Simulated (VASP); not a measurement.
Set up this calculation in VASP 6.6.1, as the native input.

- Task: single point
- Functional: PBE
- Dispersion: D3(BJ)
- Potentials or basis: VASP PAW PBE potentials, release 64 (C, O)
- Cutoff: 520 eV
- k mesh: 1 × 1 × 1
- Occupations: fermi-dirac, width 0.02 eV
- Spin: no spin polarisation
- Dipole correction: no
- Further INCAR settings: LREAL = Auto; ALGO = Normal; EDIFF = 1e-06; NBANDS = 82

The structure of CO2 lies in POSCAR:

```
CO2
1.0
    7.8035490000      0.0000000000      0.0000000000
    0.0000000000      7.8035490000      0.0000000000
    0.0000000000      0.0000000000      7.8035490000
C O
8 16
Direct
    0.8275721726      0.2567549714      0.4244094578
    0.7080496323      0.6877511758      0.7464039759
    0.6200383954      0.6651204471      0.2806415389
    0.0669310848      0.2621243232      0.8404124841
    0.2017159116      0.8434367491      0.9760815239
    0.2952246471      0.4998366769      0.5005158550
    1.0328761952      0.8897105663      0.4565358659
    0.5501343043      0.2633289033     -0.0559873463
    0.8587631089      0.3829283317      0.4940059965
    0.8386696873      0.1208937113      0.3574783730
    0.7645751952      0.5700611350      0.8197552165
    0.6626472135      0.8230101458      0.6898655983
    0.5851312012      0.7871802945      0.3598106451
    0.6862005992      0.5487118746      0.2037534460
    0.1778934175      0.3167661278      0.9094195474
   -0.0600239711      0.2013955445      0.7754292310
    0.0538985531      0.8989755815      0.9913822544
    0.3391405628      0.7787994924      0.9979946304
    0.2080848086      0.5483658781      0.3961530837
    0.3944359163      0.4698503207      0.6123367714
    0.9366507470      0.8026604305      0.3751241903
    1.1479520408      0.9768888489      0.5155859212
    0.6519469539      0.1576077756     -0.1055673515
    0.4577148167      0.3452019075      0.0300888737
```

The cell was built by a generator and needn't be a form met in nature.

The input as run:

INCAR

```
  PREC = Accurate
  ENCUT = 520
  EDIFF = 1E-6
  ISMEAR = -1
  SIGMA = 0.02
  LREAL = Auto
  LASPH = T
  NELM = 100
  ALGO = Normal
  ISIF = 2
  LWAVE = F
  LCHARG = F
  GGA = PE
  IVDW = 12
  NBANDS = 82
```

KPOINTS

```
regular mesh
0
Gamma
  1 1 1
```

Potentials or basis: VASP PAW PBE potentials, release 64 (C, O).

Run with:

```sh
$ cat potpaw_PBE.64/C/POTCAR potpaw_PBE.64/O/POTCAR > POTCAR
$ mpirun -np 1 vasp_gam > vasp.out
```

Results of the run:

```
Pressure                   : 0.1 GPa
Largest force              : 11.451 eV/Å
Band gap on the k mesh     : 5.03 eV, direct
Dispersion energy per atom : -0.050 eV
```

Caveat: the standard files for N, O and F lose accuracy on very short bonds.

It took 87 s on 1 thread of Intel(R) Xeon(R) Platinum 8175M CPU @ 2.50GHz (Skylake/Cascade Lake) (shared host), peak memory 0.43 GiB.
